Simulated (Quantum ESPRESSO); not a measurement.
GaN:

```
Ga N
1.0
     0.00000    2.25350    2.25350
     2.25350    0.00000    2.25350
     2.25350    2.25350    0.00000
Ga N
1 1
Direct
  0.00000 0.00000 0.00000
  0.25000 0.25000 0.25000
```

The cell is a database's computed one.

Base run:

| Property | Result |
| --- | --- |
| Program | Quantum ESPRESSO 7.5 |
| Functional | RPBE |
| Potentials or basis | SG15 PBE 1.2 |
| Cutoff | 1197 eV |
| Density cutoff | 4789 eV |
| k mesh | 10 × 10 × 10 |
| Occupations | fermi-dirac, width 0.05 eV |
| Spin | no spin polarisation |

Its results: band gap on the k mesh 1.90 eV, direct; pressure 9.4 GPa.

The run is repeated on the same cell with these changes: functional from RPBE to LDA. What comes out?

Band gap on the k mesh 1.54 eV, direct; pressure -4.4 GPa.

LDA binds more tightly than RPBE, so the same cell stands under less pressure.

Caveats: the potentials were made for another functional, which shifts forces and pressure.
